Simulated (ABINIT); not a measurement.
# Ga2O3 (C2/m) in ABINIT: a series of runs

Aim: see how the results for Ga2O3 move with the level of theory and the settings. Levels: PBE, LDA. Tasks: band structure.

Everything below comes from runs of ABINIT 10.8.3 (patched build). Logs are shortened: lines on timing, memory, paths and dates and some standing lists are left out, and cuts for length are marked. The log counts tension as positive stress, the text compression.

## 1. The crystal as given

It takes space group C2/m (No. 12, monoclinic). Conventional cell: a = 12.214 Å, b = 3.037 Å, c = 5.798 Å, α = 90.00°, β = 103.83°, γ = 90.00°. Ga (site symmetry m) is surrounded by 6 O at 1.94 to 2.07 Å. Ga (site symmetry m) is surrounded by 4 O at 1.83 to 1.86 Å. O (site symmetry m) has 3 Ga at 1.83 to 1.94 Å as nearest neighbours. O (site symmetry m) has 4 Ga at 1.86 to 2.07 Å as nearest neighbours. Around O (site symmetry m) lie 3 Ga at 1.83 to 1.94 Å.

## 2. Band structure, PBE

Contents of run.abi:

```
ndtset 2

pp_dirpath "./"
pseudos "Ga.GGA_PBE-JTH.xml, O.GGA_PBE-JTH.xml"

acell 3*1.0
rprim
    11.5405574431    -2.8696436066     0.0000000000
    11.5405574431     2.8696436066     0.0000000000
    -2.6191394250     0.0000000000    10.6391745941
ntypat 2
znucl 31 8
natom 10
typat 1 1 1 1 2 2 2 2 2 2
xred
     0.3413400000     0.3413400000     0.6859800000
     0.6586600000     0.6586600000     0.3140200000
     0.9095000000     0.9095000000     0.2054000000
     0.0905000000     0.0905000000     0.7946000000
     0.5041000000     0.5041000000     0.7434000000
     0.4959000000     0.4959000000     0.2566000000
     0.8267000000     0.8267000000     0.4368000000
     0.1733000000     0.1733000000     0.5632000000
     0.8355000000     0.8355000000     0.8902000000
     0.1645000000     0.1645000000     0.1098000000
chkprim 0
chksymtnons 0
tolsym 1.0e-6

ecut 625.861884 eV
pawecutdg 45.0
pawxcdev 0

ixc 11

occopt 3
tsmear 0.00183747

nstep 100

iomode 3
prtwf 0
prteig 0
prtebands 0
enunit 1
prtden1 1
prtvha1 1
prtvclmb1 1
prtpot1 1

kptopt1 1
ngkpt1 5 5 3
nshiftk1 1
shiftk1 0.0 0.0 0.0
nband1 53
tolvrs1 1.0e-9

iscf2 -2
getden2 1
nband2 59
nbdbuf2 4
tolwfr2 1.0e-11
kptopt2 -2
ndivsm2 5
prteig2 1
kptbounds2
     0.0000000000     0.5000000000     0.0000000000
     0.0000000000     0.0000000000     0.0000000000
     0.0000000000     0.0000000000    -0.5000000000
```

Potentials or basis: JTH PAW PBE v2.0.

Run with:

```sh
$ abinit run.abi > log 2>&1
```

run.abo:

```text
.Version 10.8.3 of ABINIT
 DATASET    1 : space group C2/m (# 12); Bravais mC (1-face-center monocl.)
================================================================================
 Values of the parameters that define the memory need for DATASET  1.
     intxc =       0    ionmov =       0      iscf =      17    lmnmax =      18
     lnmax =       6     mgfft =      54  mpssoang =       3    mqgrid =    3213
     natom =      10  nloc_mem =       2    nspden =       1   nspinor =       1
    nsppol =       1      nsym =       4    n1xccc =       1    ntypat =       2
    occopt =       3   xclevel =       2
       mpw =        3734          nfft =      139968          nkpt =          24
 PAW method is used; the additional fine FFT grid is defined by:
   mgfftf=        72    nfftf =    373248
================================================================================
================================================================================

 DATASET    2 : space group C2/m (# 12); Bravais mC (1-face-center monocl.)
================================================================================
 Values of the parameters that define the memory need for DATASET  2.
     intxc =       0    ionmov =       0      iscf =      -2    lmnmax =      18
     lnmax =       6     mgfft =      54  mpssoang =       3    mqgrid =    3213
     natom =      10  nloc_mem =       2    nspden =       1   nspinor =       1
    nsppol =       1      nsym =       4    n1xccc =       1    ntypat =       2
    occopt =       3   xclevel =       2
       mpw =        3728          nfft =      139968          nkpt =          16
 PAW method is used; the additional fine FFT grid is defined by:
   mgfftf=        72    nfftf =    373248
================================================================================
================================================================================

--------------------------------------------------------------------------------
------------- Echo of variables that govern the present computation ------------
--------------------------------------------------------------------------------
 -outvars: echo values of preprocessed input variables --------
            acell      1.0000000000E+00  1.0000000000E+00  1.0000000000E+00 Bohr
              amu      6.97230000E+01  1.59994000E+01
          chkprim           0
      chksymtnons           0
             ecut      2.30000000E+01 Hartree
           enunit           1
           getden1          0
           getden2          1
             iscf1         17
             iscf2         -2
              ixc          11
           jdtset        1    2
           kptopt1          1
           kptopt2         -2
         kptrlatt        5    0    0      0    5    0      0    0    3
          kptrlen1     2.86964361E+01
          kptrlen2     3.00000000E+01
            natom          10
            nband1         53
            nband2         59
           nbdbuf1          0
           nbdbuf2          4
           ndtset           2
           ndivsm1          0
           ndivsm2          5
            ngfft          54      54      48
          ngfftdg          72      72      72
             nkpt1         24
             nkpt2         16
            nstep         100
             nsym           4
           ntypat           2
           occopt           3
        pawecutdg      4.50000000E+01 Hartree
         pawxcdev           0
        prtebands           0
           prteig1          0
           prteig2          1
           prtpot1          1
           prtpot2          0
         prtvclmb1          1
         prtvclmb2          0
           prtvha1          1
           prtvha2          0
            prtwf           0
            rprim      1.1540557443E+01 -2.8696436066E+00  0.0000000000E+00
                       1.1540557443E+01  2.8696436066E+00  0.0000000000E+00
                      -2.6191394250E+00  0.0000000000E+00  1.0639174594E+01
           shiftk1     0.00000000E+00  0.00000000E+00  0.00000000E+00
           shiftk2     5.00000000E-01  5.00000000E-01  5.00000000E-01
          spgroup          12
           tolsym      1.00000000E-06
           tolvrs1     1.00000000E-09
           tolvrs2     0.00000000E+00
           tolwfr1     0.00000000E+00
           tolwfr2     1.00000000E-11
           tsmear      1.83747000E-03 Hartree
            typat      1  1  1  1  2  2  2  2  2  2
           useylm           1
           xangst      3.2183660950E+00 -6.8968412401E-17  3.8620733915E+00
                       7.6096450018E+00 -1.6603347690E-16  1.7679353427E+00
                       1.0823950873E+01 -1.8339290264E-16  1.1564037940E+00
[... 658 lines left out ...]
lattice_angles: [103.414, 103.414,  27.928, ] # degrees, (23, 13, 12)
lattice_volume:   7.0468119E+02
convergence: {deltae:  0.000E+00, res2:  0.000E+00, residm:  9.987E-12, diffor:  0.000E+00, }
etotal    :  -4.13405105E+02
entropy   :   0.00000000E+00
fermie    :   2.01631796E-01
cartesian_stress_tensor: null
pressure_GPa: null
xred      :
- [  3.4134E-01,   3.4134E-01,   6.8598E-01, Ga]
- [  6.5866E-01,   6.5866E-01,   3.1402E-01, Ga]
- [  9.0950E-01,   9.0950E-01,   2.0540E-01, Ga]
- [  9.0500E-02,   9.0500E-02,   7.9460E-01, Ga]
- [  5.0410E-01,   5.0410E-01,   7.4340E-01,  O]
- [  4.9590E-01,   4.9590E-01,   2.5660E-01,  O]
- [  8.2670E-01,   8.2670E-01,   4.3680E-01,  O]
- [  1.7330E-01,   1.7330E-01,   5.6320E-01,  O]
- [  8.3550E-01,   8.3550E-01,   8.9020E-01,  O]
- [  1.6450E-01,   1.6450E-01,   1.0980E-01,  O]
cartesian_forces: null
force_length_stats: {min: null, max: null, mean: null, }
...

 Integrated electronic density in atomic spheres:
 ------------------------------------------------
 Atom  Sphere_radius  Integrated_density
    1        2.10359         11.04743226
    2        2.10359         11.04743226
    3        2.10359         11.21983408
    4        2.10359         11.21983408
    5        1.41465          4.62017687
    6        1.41465          4.62017687
    7        1.41465          4.58060164
    8        1.41465          4.58060164
    9        1.41465          4.59948835
   10        1.41465          4.59948835

================================================================================

 ----iterations are completed or convergence reached----

 Mean square residual over all n,k,spin=   54.796E-13; max=  99.872E-13
 reduced coordinates (array xred) for   10 atoms
       0.341340000000      0.341340000000      0.685980000000
       0.658660000000      0.658660000000      0.314020000000
       0.909500000000      0.909500000000      0.205400000000
       0.090500000000      0.090500000000      0.794600000000
       0.504100000000      0.504100000000      0.743400000000
       0.495900000000      0.495900000000      0.256600000000
       0.826700000000      0.826700000000      0.436800000000
       0.173300000000      0.173300000000      0.563200000000
       0.835500000000      0.835500000000      0.890200000000
       0.164500000000      0.164500000000      0.109800000000

 cartesian coordinates (angstrom) at end:
    1      3.21836609501942    -0.00000000000000     3.86207339148407
    2      7.60964500175817    -0.00000000000000     1.76793534271236
    3     10.82395087345163    -0.00000000000000     1.15640379400395
    4      0.00406022332597     0.00000000000000     4.47360494019248
    5      5.12673325132469    -0.00000000000000     4.18534849300163
    6      5.70127784545290     0.00000000000000     1.44466024119480
    7      9.49191384384599     0.00000000000000     2.45918781509700
    8      1.33609725293160    -0.00000000000000     3.17082091909943
    9      8.97098967880406    -0.00000000000000     5.01183377518166
   10      1.85702141797353    -0.00000000000000     0.61817495901477
 length scales=  1.000000000000  1.000000000000  1.000000000000 bohr
              =  0.529177210544  0.529177210544  0.529177210544 angstroms
 Eigenvalues (   eV  ) for nkpt=  16  k points:
 kpt#   1, nband= 59, wtk=  1.00000, kpt=  0.0000  0.5000  0.0000 (reduced coord)
 -13.57393  -13.40236  -13.31408  -13.20002  -12.92002  -12.91090   -8.49428   -8.48699
  -8.45981   -8.43834   -8.42103   -8.37419   -8.33227   -8.30764   -8.30576   -8.27858
  -8.17754   -8.11818   -8.11340   -8.08812   -8.07776   -8.05477   -7.78121   -7.62891
  -7.31311   -7.28793   -2.63386   -2.34867   -1.98860   -1.44871   -0.74935    0.06640
   0.62711    0.83830    1.09821    1.11301    2.09197    2.34783    2.69851    2.94663
   3.47754    3.50931    3.76905    4.09129    9.91274   10.77067   11.47949   11.75300
  12.29597   12.80240   14.21899   14.71152   15.55184   15.66632   16.29151   16.63479
  17.28739   17.48662   17.84282
 kpt#   2, nband= 59, wtk=  1.00000, kpt=  0.0000  0.4500  0.0000 (reduced coord)
 -13.63827  -13.39480  -13.30190  -13.19928  -12.92019  -12.91258   -8.49593   -8.49080
  -8.46055   -8.43707   -8.41770   -8.37195   -8.33847   -8.31679   -8.29814   -8.28108
  -8.19599   -8.12638   -8.10839   -8.09726   -8.08151   -8.04832   -7.77009   -7.63704
  -7.34030   -7.29749   -2.59855   -2.31473   -2.05278   -1.27515   -0.77475    0.12288
   0.61926    0.83496    1.07442    1.23702    2.08954    2.27808    2.76731    2.96179
   3.45153    3.51341    3.73650    4.09766    9.96594   10.78723   11.23747   11.77953
  12.51938   12.84753   14.20300   14.58264   15.52779   15.69176   16.20520   16.68308
[... 113 lines left out ...]
  -7.90834   -7.50670   -2.10586   -1.44379   -0.89273   -0.00099    1.01893    1.54059
   1.65095    2.00146    2.15337    2.23781    2.35101    2.67585    2.77314    2.90777
   3.59845    3.60429    3.73116    3.93305    8.48686    9.63405   10.91312   11.39057
  11.96570   12.26421   13.98339   14.17204   16.03760   16.09707   16.72072   17.50840
  17.55533   18.28158   18.33996
 kpt#  16, nband= 59, wtk=  1.00000, kpt=  0.0000  0.0000 -0.5000 (reduced coord)
 -14.44668  -13.99181  -13.55215  -13.25090  -13.03114  -12.88180   -8.60753   -8.60259
  -8.58264   -8.56991   -8.51956   -8.50837   -8.35795   -8.32659   -8.32319   -8.24991
  -8.24783   -8.20618   -8.16712   -8.16245   -8.10899   -8.06923   -8.05153   -7.98700
  -7.90249   -7.48924   -1.87352   -1.65257   -0.81519   -0.04941    1.03175    1.52802
   1.68345    1.97044    2.20989    2.21723    2.33014    2.68247    2.69567    2.81527
   3.57140    3.60103    3.74222    3.92421    9.02313    9.15177   10.98725   11.48053
  12.02282   12.07179   14.10859   14.18056   15.93474   16.02541   16.78111   17.60667
  17.85836   17.96820   18.48063

== END DATASET(S) ==============================================================
================================================================================

 -outvars: echo values of variables after computation  --------
            acell      1.0000000000E+00  1.0000000000E+00  1.0000000000E+00 Bohr
           etotal1    -4.1340510506E+02
            fcart1     4.3268835503E-04 -7.6273124331E-20 -1.7327543914E-03
                      -4.3268835503E-04 -4.4628542481E-20  1.7327543914E-03
                      -2.3714535337E-03 -1.1542778278E-19 -1.1897353541E-03
                       2.3714535337E-03  5.9903445003E-19  1.1897353541E-03
                      -3.9849823148E-03  5.6184225971E-19 -1.2925303596E-03
                       3.9849823148E-03 -6.8274392652E-19  1.2925303596E-03
                      -4.8428755052E-05 -5.8816685367E-20  1.6517657769E-03
                       4.8428755052E-05 -6.2084981446E-20 -1.6517657769E-03
                      -4.3152836869E-03 -3.3793015353E-20  1.1547236146E-03
                       4.3152836869E-03 -8.7108651459E-20 -1.1547236146E-03
            rprim      1.1540557443E+01 -2.8696436066E+00  0.0000000000E+00
                       1.1540557443E+01  2.8696436066E+00  0.0000000000E+00
                      -2.6191394250E+00  0.0000000000E+00  1.0639174594E+01
           strten1    -3.3345839776E-04 -3.7114999845E-04 -3.2603233325E-04
                       0.0000000000E+00 -5.3625421589E-06  0.0000000000E+00
           xangst      3.2183660950E+00 -6.8968412401E-17  3.8620733915E+00
                       7.6096450018E+00 -1.6603347690E-16  1.7679353427E+00
                       1.0823950873E+01 -1.8339290264E-16  1.1564037940E+00
                       4.0602233260E-03  1.2255979141E-17  4.4736049402E+00
                       5.1267332513E+00 -2.1984447637E-16  4.1853484930E+00
                       5.7012778455E+00  1.8047073075E-17  1.4446602412E+00
                       9.4919138438E+00  9.4305131002E-17  2.4591878151E+00
                       1.3360972529E+00 -1.3837922197E-17  3.1708209191E+00
                       8.9709896788E+00 -1.9983634532E-18  5.0118337752E+00
                       1.8570214180E+00 -1.0774629707E-17  6.1817495901E-01
             xred      3.4134000000E-01  3.4134000000E-01  6.8598000000E-01
                       6.5866000000E-01  6.5866000000E-01  3.1402000000E-01
                       9.0950000000E-01  9.0950000000E-01  2.0540000000E-01
                       9.0500000000E-02  9.0500000000E-02  7.9460000000E-01
                       5.0410000000E-01  5.0410000000E-01  7.4340000000E-01
                       4.9590000000E-01  4.9590000000E-01  2.5660000000E-01
                       8.2670000000E-01  8.2670000000E-01  4.3680000000E-01
                       1.7330000000E-01  1.7330000000E-01  5.6320000000E-01
                       8.3550000000E-01  8.3550000000E-01  8.9020000000E-01
                       1.6450000000E-01  1.6450000000E-01  1.0980000000E-01
 Calculation completed.
```

It took 10 min on 1 thread of Arm Neoverse V2, shared host; peak memory 0.37 GiB.

Results:

| Property | Result |
| --- | --- |
| Free energy | -11249.3260 eV |
| Pressure | 10.1 GPa |
| Largest force | 0.230 eV/Å |
| Band gap on the k mesh | 2.44 eV, direct |
| Band gap along the path | 2.44 eV, direct |

Forces on the atoms (eV/Å):
```
Ga   0.022  0.000 -0.089
Ga  -0.022  0.000  0.089
Ga  -0.122  0.000 -0.061
Ga   0.122  0.000  0.061
O   -0.205  0.000 -0.066
O    0.205  0.000  0.066
O   -0.002  0.000  0.085
O    0.002  0.000 -0.085
O   -0.222  0.000  0.059
O    0.222  0.000 -0.059
```

Levels at the corners of the path, in eV from the valence-band top:
```
point  band 42  band 43  band 44  band 45  band 46  band 47
    X    -0.69    -0.43    -0.11     5.71     6.57     7.28
    Γ    -0.45    -0.26     0.00     2.44     5.75     6.78
    Y    -0.60    -0.46    -0.28     4.82     4.95     6.78
```

Caveat: the k mesh is coarse (spacing up to 0.43 Å⁻¹), so the values aren't converged; the atomic spheres overlap.

## 3. Band structure, LDA

Changes to run.abi since step 2:

```diff
@@ -3,3 +3,3 @@
 pp_dirpath "./"
-pseudos "Ga.GGA_PBE-JTH.xml, O.GGA_PBE-JTH.xml"
+pseudos "Ga.LDA_PW-JTH.xml, O.LDA_PW-JTH.xml"
 
@@ -31,5 +31,4 @@
 pawecutdg 45.0
-pawxcdev 0
 
-ixc 11
+ixc 7
```

Potentials or basis: JTH PAW LDA v2.0.

Run with:

```sh
$ abinit run.abi > log 2>&1
```

run.abo:

```text
.Version 10.8.3 of ABINIT
 DATASET    1 : space group C2/m (# 12); Bravais mC (1-face-center monocl.)
================================================================================
 Values of the parameters that define the memory need for DATASET  1.
     intxc =       0    ionmov =       0      iscf =      17    lmnmax =      18
     lnmax =       6     mgfft =      54  mpssoang =       3    mqgrid =    3213
     natom =      10  nloc_mem =       2    nspden =       1   nspinor =       1
    nsppol =       1      nsym =       4    n1xccc =       1    ntypat =       2
    occopt =       3   xclevel =       1
       mpw =        3734          nfft =      139968          nkpt =          24
 PAW method is used; the additional fine FFT grid is defined by:
   mgfftf=        72    nfftf =    373248
================================================================================
================================================================================

 DATASET    2 : space group C2/m (# 12); Bravais mC (1-face-center monocl.)
[... 969 lines left out ...]
           strten1     1.2576110507E-04  1.2890159857E-04  1.4756742583E-04
                       0.0000000000E+00  5.2597299439E-07  0.0000000000E+00
           xangst      3.2183660950E+00 -6.8968412401E-17  3.8620733915E+00
                       7.6096450018E+00 -1.6603347690E-16  1.7679353427E+00
                       1.0823950873E+01 -1.8339290264E-16  1.1564037940E+00
                       4.0602233260E-03  1.2255979141E-17  4.4736049402E+00
                       5.1267332513E+00 -2.1984447637E-16  4.1853484930E+00
                       5.7012778455E+00  1.8047073075E-17  1.4446602412E+00
                       9.4919138438E+00  9.4305131002E-17  2.4591878151E+00
                       1.3360972529E+00 -1.3837922197E-17  3.1708209191E+00
                       8.9709896788E+00 -1.9983634532E-18  5.0118337752E+00
                       1.8570214180E+00 -1.0774629707E-17  6.1817495901E-01
             xred      3.4134000000E-01  3.4134000000E-01  6.8598000000E-01
                       6.5866000000E-01  6.5866000000E-01  3.1402000000E-01
                       9.0950000000E-01  9.0950000000E-01  2.0540000000E-01
                       9.0500000000E-02  9.0500000000E-02  7.9460000000E-01
                       5.0410000000E-01  5.0410000000E-01  7.4340000000E-01
                       4.9590000000E-01  4.9590000000E-01  2.5660000000E-01
                       8.2670000000E-01  8.2670000000E-01  4.3680000000E-01
                       1.7330000000E-01  1.7330000000E-01  5.6320000000E-01
                       8.3550000000E-01  8.3550000000E-01  8.9020000000E-01
                       1.6450000000E-01  1.6450000000E-01  1.0980000000E-01
 Calculation completed.
```

Wall time 10 min (1 thread of Arm Neoverse V2, shared host); peak memory 0.29 GiB.

What came out:

* Free energy: -11274.5978 eV
* Pressure: -3.9 GPa
* Largest force: 0.090 eV/Å
* Band gap on the k mesh: 2.34 eV, direct
* Band gap along the path: 2.34 eV, direct

Forces in eV/Å, atoms in the order of the input:
```
Ga   0.015  0.000 -0.022
Ga  -0.015  0.000  0.022
Ga  -0.020  0.000 -0.059
Ga   0.020  0.000  0.059
O   -0.037  0.000  0.016
O    0.037  0.000 -0.016
O   -0.040  0.000  0.027
O    0.040  0.000 -0.027
O    0.074  0.000  0.051
O   -0.074  0.000 -0.051
```

Stress tensor (GPa, compression positive):
```
-3.70  0.00 -0.02
 0.00 -3.79  0.00
-0.02  0.00 -4.34
```

Levels at the corners of the path, in eV from the valence-band top:
| point | band 40 | band 41 | band 42 | band 43 | band 44 | band 45 | band 46 | band 47 | band 48 | band 49 |
| --- | --- | --- | --- | --- | --- | --- | --- | --- | --- | --- |
| X | -1.29 | -0.75 | -0.72 | -0.45 | -0.10 | 5.47 | 6.38 | 7.10 | 7.31 | 7.90 |
| Γ | -0.67 | -0.65 | -0.46 | -0.27 | 0.00 | 2.34 | 5.56 | 6.55 | 6.62 | 7.62 |
| Y | -1.42 | -0.65 | -0.62 | -0.48 | -0.28 | 4.70 | 4.82 | 6.61 | 7.05 | 7.60 |

Caveat: the k mesh is coarse (spacing up to 0.43 Å⁻¹), so the values aren't converged; the atomic spheres overlap.

## 4. For comparison

An earlier run on the cell as given: functional PBE; potentials or basis JTH PAW PBE v2.0; cutoff 626 eV; k mesh 9 × 9 × 5; occupations fermi-dirac, width 0.05 eV; no spin polarisation.

* Pressure: 10.1 GPa
* Largest force: 0.230 eV/Å
* Band gap on the k mesh: 2.43 eV, indirect (least direct gap 2.44 eV)

(Continued in part 2 of 2.)
